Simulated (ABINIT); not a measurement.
ZnO (zincite):

```
CELL_PARAMETERS angstrom
3.24931 0.00000 0.00000
-1.62465 2.81398 0.00000
0.00000 0.00000 5.20571
ATOMIC_POSITIONS crystal
Zn 0.66667 0.33333 0.00000
Zn 0.33333 0.66667 0.50000
O 0.33333 0.66667 0.87901
O 0.66667 0.33333 0.37901
```

Base run:

| Property | Result |
| --- | --- |
| Program | ABINIT 10.8.3 (patched build) |
| Functional | PBEsol |
| Potentials or basis | JTH PAW PBE v2.0 |
| Cutoff | 762 eV |
| k mesh | 9 × 9 × 5 |
| Occupations | fermi-dirac, width 0.05 eV |
| Spin | no spin polarisation |

Its results: band gap on the k mesh 0.68 eV, direct; pressure -2.1 GPa; largest force 0.064 eV/Å.

**Question.** The run is repeated on the same cell with these changes: functional from PBEsol to BLYP. What comes out?

**Answer.** Band gap on the k mesh 0.96 eV, direct; pressure 8.8 GPa; largest force 0.072 eV/Å.

BLYP binds less tightly than PBEsol, so the same cell stands under more pressure.

Caveats: the PAW data sets were made with another functional, which shifts forces and pressure a little.

